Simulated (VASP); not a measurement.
# P (R-3m) in VASP: a series of runs

The runs below take P through relaxation of cell and atoms, with PBEsol.

Program: VASP 6.6.1. These are calculated values, not measurements. Logs are shortened: lines on timing, memory, paths and dates and some standing lists are left out, and cuts for length are marked.

## 1. The crystal as given

Symmetry: R-3m, No. 166, trigonal system. Conventional cell: a = 3.451 Å, b = 3.451 Å, c = 9.389 Å, α = 90.00°, β = 90.00°, γ = 120.00°. P (site symmetry 3m) is surrounded by 3 P at 2.29 Å.

This isn't the form of P at room conditions, which is orthorhombic.

## 2. Relaxation of cell and atoms, PBEsol, target pressure 7.4 GPa, at which the enthalpy is minimised

INCAR reads:

```
SYSTEM = P
ALGO = Normal
EDIFF = 1E-7
EDIFFG = -0.002
ENCUT = 520
GGA = PS
IBRION = 2
ISIF = 3
ISMEAR = 0
LASPH = .True.
LCHARG = .False.
LREAL = .False.
LWAVE = .False.
NELM = 100
NSW = 80
PREC = Accurate
PSTRESS = 74.0
SIGMA = 0.02
```

KPOINTS reads:

```
k-points
0
Gamma
  12 12 12
  0 0 0
```

POSCAR reads:

```
P
1.0
    1.7257251800      0.9963479000      3.1296800100
   -1.7257251800      0.9963479000      3.1296800100
    0.0000000000     -1.9926957900      3.1296800100
P
2
Direct
    0.2270802500      0.2270802500      0.2270802500
    0.7729197500      0.7729197500      0.7729197500
```

Potentials or basis: VASP PAW PBE potentials, release 64 (P).

Launch:

```bash
> cat potpaw_PBE.64/P/POTCAR > POTCAR
> mpirun -np 1 vasp_std > vasp.out
```

OUTCAR:

```text
SYSTEM = P
   EDIFF = 1E-7
   EDIFFG = -0.002
   ENCUT = 520
   GGA = PS
   IBRION = 2
   ISIF = 3
   ISMEAR = 0
   LASPH = .True.
   LREAL = .False.
   NELM = 100
   NSW = 80
   PREC = Accurate
   PSTRESS = 74.0

 ion  position               nearest neighbor table
   1  0.227  0.227  0.227-   2 2.29   2 2.29   2 2.29   2 2.82   2 2.82   2 2.82
   2  0.773  0.773  0.773-   1 2.29   1 2.29   1 2.29   1 2.82   1 2.82   1 2.82

  LATTYP: Found a trigonal (rhomboedric) cell.
 ALAT       =     3.7102201417
 COS(alpha) =     0.5673129373

  Lattice vectors:

 A1 = (   1.7257251800,   0.9963479000,   3.1296800100)
 A2 = (  -1.7257251800,   0.9963479000,   3.1296800100)
 A3 = (   0.0000000000,  -1.9926957900,   3.1296800100)

Analysis of symmetry for initial positions (statically):
=====================================================================
 Subroutine PRICEL returns:
 Original cell was already a primitive cell.

 Routine SETGRP: Setting up the symmetry group for a
 trigonal (rhombohedral) supercell.

 Subroutine GETGRP returns: Found 12 space group operations
 (whereof 12 operations were pure point group operations)
 out of a pool of 12 trial point group operations.

The static configuration has the point symmetry D_3d.

Analysis of symmetry for dynamics (positions and initial velocities):
=====================================================================
 Subroutine PRICEL returns:
 Original cell was already a primitive cell.

 Routine SETGRP: Setting up the symmetry group for a
 trigonal (rhombohedral) supercell.

 Subroutine GETGRP returns: Found 12 space group operations
 (whereof 12 operations were pure point group operations)
 out of a pool of 12 trial point group operations.

The dynamic configuration has the point symmetry D_3d.

 Subroutine INISYM returns: Found 12 space group operations
 (whereof 12 operations are pure point group operations),
 and found     1 'primitive' translations

----------------------------------------------------------------------------------------

                                     Primitive cell

  volume of cell :      32.2875

  direct lattice vectors                    reciprocal lattice vectors
     1.725725180  0.996347900  3.129680010     0.289733270  0.167277582  0.106507161
    -1.725725180  0.996347900  3.129680010    -0.289733270  0.167277582  0.106507161
     0.000000000 -1.992695790  3.129680010     0.000000000 -0.334555163  0.106507162

  length of vectors
     3.710220142  3.710220142  3.710220139     0.351099605  0.351099605  0.351099605

  position of ions in fractional coordinates (direct lattice)
     0.227080250  0.227080250  0.227080250
     0.772919750  0.772919750  0.772919750

  ion indices of the primitive-cell ions
   primitive index   ion index
                 1           1
                 2           2

----------------------------------------------------------------------------------------

 KPOINTS: k-points

Automatic generation of k-mesh.
 Grid dimensions read from file:
 generate k-points for:   12   12   12

 Generating k-lattice:

  Cartesian coordinates                     Fractional coordinates (reciprocal lattice)
     0.024144439  0.013939798  0.008875597     0.083333333  0.000000000  0.000000000
    -0.024144439  0.013939798  0.008875597     0.000000000  0.083333333  0.000000000
     0.000000000 -0.027879597  0.008875597     0.000000000  0.000000000  0.083333333

  Length of vectors
     0.029258300  0.029258300  0.029258300

  Shift w.r.t. Gamma in fractional coordinates (k-lattice)
     0.000000000  0.000000000  0.000000000

 Subroutine IBZKPT returns following result:
 ===========================================

 Found    189 irreducible k-points:

 Following reciprocal coordinates:
            Coordinates               Weight
  0.000000  0.000000  0.000000      1.000000
  0.083333 -0.000000  0.000000      6.000000
  0.166667  0.000000  0.000000      6.000000
  0.250000  0.000000  0.000000      6.000000
  0.333333  0.000000 -0.000000      6.000000
  0.416667 -0.000000  0.000000      6.000000
[... 16 lines left out ...]
  0.500000  0.166667  0.000000     12.000000
 -0.416667  0.166667 -0.000000     12.000000
 [... further k-points ...]
   k-points           NKPTS =    189   k-points in BZ     NKDIM =    189   number of bands    NBANDS=      9
   number of dos      NEDOS =    301   number of ions     NIONS =      2
   total plane-waves  NPLWV =  21952
   dimension x,y,z NGX =    28 NGY =   28 NGZ =   28
   dimension x,y,z NGXF=    56 NGYF=   56 NGZF=   56
   ions per type =               2
   NGX,Y,Z   is equivalent  to a cutoff of  12.55, 12.55, 12.55 a.u.
   NGXF,Y,Z  is equivalent  to a cutoff of  25.09, 25.09, 25.09 a.u.
 SYSTEM =  P
   PREC   = accura    normal or accurate (medium, high low for compatibility)
   ISTART =      0    job   : 0-new  1-cont  2-samecut
   ICHARG =      2    charge: 1-file 2-atom 10-const
   ISPIN  =      1    spin polarized calculation?
   LNONCOLLINEAR =      F non collinear calculations
   LSORBIT =      F    spin-orbit coupling
   LASPH  =      T    aspherical Exc in radial PAW
   ENCUT  =  520.0 eV  38.22 Ry    6.18 a.u.   6.90  6.90  6.90*2*pi/ulx,y,z
   NELM   =    100;   NELMIN=  2; NELMDL= -5     # of ELM steps
   EDIFF  = 0.1E-06   stopping-criterion for ELM
   LREAL  =      F    real-space projection
   EDIFFG = -.2E-02   stopping-criterion for IOM
   NSW    =     80    number of steps for IOM
   IBRION =      2    ionic relax: 0-MD 1-quasi-New 2-CG
   NFREE  =      1    steps in history (QN), initial steepest desc. (CG)
   ISIF   =      3    stress and relaxation
   ISYM   =      2    0-nonsym 1-usesym 2-fastsym
   POTIM  = 0.5000    time-step for ionic-motion
   TEBEG  =    0.0;   TEEND  =   0.0 temperature during run
   PSTRESS=   74.0 pullay stress
   NELECT =      10.0000    total number of electrons
   NUPDOWN=      -1.0000    fix difference up-down
   EMIN   =  10.00;   EMAX   =-10.00  energy-range for DOS
   EFERMI =   0.00;   METHOD = LEGACY
   ISMEAR =     0;   SIGMA  =   0.02  broadening in eV -4-tet -1-fermi 0-gaus
   EFERMI_NEDOS =   21; number of points for ismear=-14 and -15
   IALGO  =     38    algorithm
   IMIX   =      4    mixing-type and parameters
     AMIX     =   0.40;   BMIX     =  1.00
     AMIX_MAG =   1.60;   BMIX_MAG =  1.00
  volume/ion in A,a.u.               =      16.14       108.94
  Fermi-wavevector in a.u.,A,eV,Ry     =   1.107636  2.093128 16.692396  1.226857
  Thomas-Fermi vector in A             =   2.244152
   LORBIT       =      0    0 simple, 1 ext, 2 COOP (PROOUT), +10 PAW based schemes
   GGA     = PS    functional components
   LHFCALC =     F    Hartree Fock is set to
   AEXX    =    0.0000 exact exchange contribution
   IVDW    =     0    specifies the selected vdW correction
   LEPSILON=     F    determine dielectric tensor
   LRPA    =     F    only Hartree local field effects (RPA)
 conjugate gradient relaxation of ions
 non-spin polarized calculation
 Gauss-broadening in eV      SIGMA  =   0.02
  energy-cutoff  :      520.00
  volume of cell :       32.29
 maximum number of plane-waves:       886
   NGX = 13   NGY = 13   NGZ = 13

--------------------------------------- Ionic step        1  -------------------------------------------

 number of electron      10.0000000 magnetization

 Free energy of the ion-electron system (eV)
  ---------------------------------------------------
  ext. energy  EPLUGINS =         0.00000000
  ---------------------------------------------------
  free energy    TOTEN  =       -11.55500919 eV

  energy without entropy =      -11.55495372  energy(sigma->0) =      -11.55498145

 E-fermi :   8.9290     XC(G=0): -10.8709

 val. band max:        8.9281926111   @ k =   0.4167   0.4167   0.4167
 cond. band min:       8.9479044651   @ k =  -0.0833   0.5000   0.0833
 fundamental gap:      0.0197118540
 Fermi energy:         8.9290382500

 k-point     1 :       0.0000    0.0000    0.0000
  band No.  band energies     occupation
      1      -7.6203      2.00000
      2       5.3320      2.00000
      3       5.7702      2.00000
      4       6.0303      2.00000
      5       6.0303      2.00000
      6      10.2107      0.00000
      7      11.5339      0.00000
      8      11.5339      0.00000
      9      14.6910      0.00000
[... 265 lines left out ...]
 k-point    24 :      -0.4167    0.1667   -0.0000
  band No.  band energies     occupation
      1      -3.8886      2.00000
      2      -2.7209      2.00000
      3       3.0217      2.00000
      4       5.1943      2.00000
      5       6.3939      2.00000
      6       9.6215      0.00000
      7      10.5779      0.00000
      8      12.4015      0.00000
      9      16.4627      0.00000

 [... further k-points ...]

------------------------ aborting loop because EDIFF is reached ----------------------------------------

  FORCE on cell =-STRESS in cart. coord.  units (eV):
  Direction    XX          YY          ZZ          XY          YZ          ZX
  --------------------------------------------------------------------------------------
  -------------------------------------------------------------------------------------
  Total       -0.3114122     -0.3114122     -0.4778287     -0.0000000     -0.0000000      0.0000000
  in kB      -15.4529836    -15.4529836    -23.7109524     -0.0000000     -0.0000000      0.0000000
  external PRESSURE =     -92.2056399 kB  Pullay stress =      74.0000000 kB
[... 97 lines left out ...]
  energy  without entropy=      -11.5093179599  energy(sigma->0) =      -11.50937424

  enthalpy is  TOTEN    =       -10.1644795162 eV   P V=        1.3449510062

[... ionic steps 4 to 16 ...]

--------------------------------------- Ionic step       17  -------------------------------------------

 number of electron      10.0000000 magnetization

------------------------ aborting loop because EDIFF is reached ----------------------------------------
[... 71 lines left out ...]
--------------------------------------- Ionic step       19  -------------------------------------------

 number of electron      10.0000000 magnetization

 Free energy of the ion-electron system (eV)
  ---------------------------------------------------
  ext. energy  EPLUGINS =         0.00000000
  ---------------------------------------------------
  free energy    TOTEN  =       -11.53099940 eV

  energy without entropy =      -11.53093081  energy(sigma->0) =      -11.53096511

 E-fermi :  10.7405     XC(G=0): -11.6573

 val. band max:       10.7340587862   @ k =   0.3333   0.0000  -0.0000
 cond. band min:      10.7425998366   @ k =   0.3333   0.3333   0.3333
 fundamental gap:      0.0085410504
 Fermi energy:        10.7404682222

 k-point     1 :       0.0000    0.0000    0.0000
  band No.  band energies     occupation
      1      -6.6715      2.00000
      2       8.2208      2.00000
      3       8.2208      2.00000
      4       8.4376      2.00000
      5       9.7293      2.00000
      6      14.3004      0.00000
      7      14.6901      0.00000
      8      14.6901      0.00000
      9      16.1984      0.00000
[... 265 lines left out ...]
 k-point    24 :      -0.4167    0.1667   -0.0000
  band No.  band energies     occupation
      1      -2.3333      2.00000
      2      -1.3582      2.00000
      3       5.1566      2.00000
      4       7.4031      2.00000
      5       8.7313      2.00000
      6      11.5815      0.00000
      7      14.1025      0.00000
      8      15.6795      0.00000
      9      19.3765      0.00000

 [... further k-points ...]

------------------------ aborting loop because EDIFF is reached ----------------------------------------

  FORCE on cell =-STRESS in cart. coord.  units (eV):
  Direction    XX          YY          ZZ          XY          YZ          ZX
  --------------------------------------------------------------------------------------
  -------------------------------------------------------------------------------------
  Total        1.2583433      1.2583433      1.2560016      0.0000000      0.0000000      0.0000000
  in kB       73.9565381     73.9565380     73.8189104      0.0000000      0.0000002      0.0000000
  external PRESSURE =      -0.0893378 kB  Pullay stress =      74.0000000 kB
[... 21 lines left out ...]
  energy  without entropy=      -11.5309308076  energy(sigma->0) =      -11.53096511

  enthalpy is  TOTEN    =       -10.2719166630 eV   P V=        1.2590827408

 reached required accuracy - stopping structural energy minimisation
```

It took 3.1 min on 1 thread of Intel Xeon 6975P-C (Granite Rapids), shared host; peak memory 0.19 GiB.

Results:

```
Free energy                                            : -11.5310 eV
Relaxed volume                                         : 13.63 Å³/atom
Relaxed cell                                           : a = 3.376 Å, b = 3.376 Å, c = 3.376 Å, α = 60.07°, β = 60.07°, γ = 60.07°
Space group after relaxing (to 0.05 Å)                 : R-3m (No. 166)
Energy change on relaxing (the enthalpy is what falls) : +12.0 meV/atom
Ionic steps                                            : 19
Pressure after relaxing                                : 7.4 GPa
Band gap on the k mesh                                 : none (metal or under the smearing width)
```

Step by step:
| step | energy change (eV) | largest force (eV/Å) | pressure (GPa) | volume (Å³) |
| --- | --- | --- | --- | --- |
| 1 | 0.0000 | 0.2975 | -1.82 | 32.29 |
| 2 | 0.1024 | 0.9594 | 12.72 | 28.14 |
| 3 | 0.0456 | 0.7883 | 8.38 | 29.12 |
| 4 | 0.0237 | 0.3234 | 8.48 | 28.37 |
| 5 | 0.0291 | 0.1289 | 8.56 | 27.80 |
| 6 | 0.0613 | 0.0241 | 10.04 | 26.65 |
| 7 | 0.0083 | 0.1449 | 3.64 | 27.81 |
| 8 | 0.0283 | 0.0948 | 6.85 | 27.23 |
| 9 | 0.0277 | 0.0581 | 7.21 | 27.20 |
| 10 | 0.0276 | 0.0600 | 7.20 | 27.20 |
| 11 | 0.0312 | 0.0299 | 7.81 | 27.12 |
| 12 | 0.0312 | 0.0298 | 7.81 | 27.12 |
| 13 | 0.0285 | 0.0246 | 7.66 | 27.17 |
| 14 | 0.0220 | 0.0108 | 7.21 | 27.30 |
| 15 | 0.0243 | 0.0103 | 7.39 | 27.25 |
| 16 | 0.0236 | 0.0044 | 7.33 | 27.27 |
| 17 | 0.0242 | 0.0043 | 7.43 | 27.26 |
| 18 | 0.0239 | 0.0005 | 7.39 | 27.26 |
| 19 | 0.0240 | 0.0001 | 7.39 | 27.26 |

Final structure:
```xyz
2
Lattice="1.6900 0.9757 2.7552 -1.6900 0.9757 2.7552 0.0000 -1.9515 2.7552" Properties=species:S:1:pos:R:3 pbc="T T T"
P     0.0000    0.0000    1.9955
P     0.0000    0.0000    6.2700
```

Caveat: the cell is relaxed towards a set pressure, so the enthalpy falls and the energy may rise; the volume moved by over 15 % at a fixed basis, so the end points are rough; the PAW data sets were made with another functional, which shifts forces and pressure a little.

## 3. Relaxation of cell and atoms, PBEsol, target pressure 7.4 GPa, at which the enthalpy is minimised

This run uses another cell than the first one, of 13.63 Å³/atom, 0.844 times its volume.

INCAR is that of step 2.

KPOINTS is that of step 2.

POSCAR reads:

```
P                                       
1.0
    1.6900431602      0.9757468768      2.7551606020
   -1.6900431602      0.9757468768      2.7551606020
   -0.0000000000     -1.9514937402      2.7551606007
  P             
     2
Direct
     0.2414202526457792    0.2414202526457792    0.2414202526488571
     0.7585797473542207    0.7585797473542207    0.7585797473511429
```

Potentials or basis: VASP PAW PBE potentials, release 64 (P).

Launch:

```bash
> cat potpaw_PBE.64/P/POTCAR > POTCAR
> mpirun -np 1 vasp_std > vasp.out
```

Run time: 24 s. Hardware: 1 thread of Intel Xeon 6975P-C (Granite Rapids), shared host; peak memory 0.17 GiB.

The run converged. Its results:

- Free energy: -11.5299 eV
- Relaxed volume: 13.63 Å³/atom
- Relaxed cell: a = 3.376 Å, b = 3.376 Å, c = 3.376 Å, α = 60.08°, β = 60.08°, γ = 60.08°
- Space group after relaxing (to 0.05 Å): R-3m (No. 166)
- Energy change on relaxing (the enthalpy is what falls): +0.1 meV/atom
- Ionic steps: 2
- Pressure after relaxing: 7.4 GPa
- Band gap on the k mesh: none (metal or under the smearing width)

The path:
| step | energy change (eV) | largest force (eV/Å) | pressure (GPa) | volume (Å³) |
| --- | --- | --- | --- | --- |
| 1 | 0.0000 | 0.0007 | 7.39 | 27.26 |
| 2 | 0.0002 | 0.0010 | 7.40 | 27.26 |

Final structure:
```
P
1.0
     1.69003    0.97574    2.75480
    -1.69003    0.97574    2.75480
     0.00000   -1.95148    2.75480
P
2
Direct
  0.24142 0.24142 0.24142
  0.75858 0.75858 0.75858
```

Levels at points of the mesh, in eV from the Fermi level:
| k point | band 1 | band 2 | band 3 | band 4 | band 5 | band 6 | band 7 | band 8 | band 9 |
| --- | --- | --- | --- | --- | --- | --- | --- | --- | --- |
| (0.00, 0.00, 0.00) | -17.41 | -2.52 | -2.52 | -2.30 | -1.01 | 3.56 | 3.95 | 3.95 | 5.46 |
| (0.50, 0.00, 0.00) | -13.18 | -12.78 | -2.43 | -2.04 | -1.12 | -0.85 | 1.31 | 1.61 | 12.02 |
| (0.50, 0.50, 0.00) | -12.74 | -9.64 | -7.40 | -5.85 | -5.70 | 0.17 | 8.35 | 8.48 | 9.36 |
| (0.50, 0.50, 0.50) | -13.53 | -12.32 | -2.18 | -2.18 | -1.20 | -1.20 | 1.02 | 1.90 | 11.65 |

Caveat: the cell is relaxed towards a set pressure, so the enthalpy falls and the energy may rise; the PAW data sets were made with another functional, which shifts forces and pressure a little.
